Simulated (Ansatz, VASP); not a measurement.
# Two plane-wave programs on BaTe

```
Ba Te
1.0
     0.00000    3.32905    3.32905
     3.32905    0.00000    3.32905
     3.32905    3.32905    0.00000
Ba Te
1 1
Direct
  0.00000 0.00000 0.00000
  0.50000 0.50000 0.50000
```

Alike in both runs: functional r2SCAN; k mesh 8 × 8 × 8; occupations gaussian, width 0.02 eV; no spin polarisation.

Ansatz relaxed the structure, and its values are those at the end. VASP's run is a single point on that final structure, the one shown.

|  | VASP | Ansatz |
| --- | --- | --- |
| version | VASP 6.6.1 | Ansatz 0.2.0 |
| potentials or method | VASP PAW PBE potentials, release 64 (Ba_sv, Te) | scalar-relativistic, plane waves, PAW |
| plane-wave cutoff (eV) | 520 | 500 |
| valence electrons in the cell | 16 | 26 |

|  | VASP | Ansatz | Ansatz less VASP |
| --- | --- | --- | --- |
| gap on the k mesh at the Fermi level (eV) | 1.48 | 1.59 | +0.114 |
| least direct gap on the mesh (eV) | 1.84 | 1.91 | +0.069 |
| pressure (GPa) | 8.6 | 8.0 | -0.60 |

With one functional, cell and mesh, what is left measures potentials, basis and numerics. The two sets of potentials don't hold the same shells in valence.

Caveats: the PAW data sets were made with another functional, which shifts forces and pressure a little (VASP); spin-orbit coupling is left out, which moves the levels of the heavy elements. r2SCAN opens gaps a little over a GGA but as a rule still falls short of measured ones. A k mesh can miss the band edges.
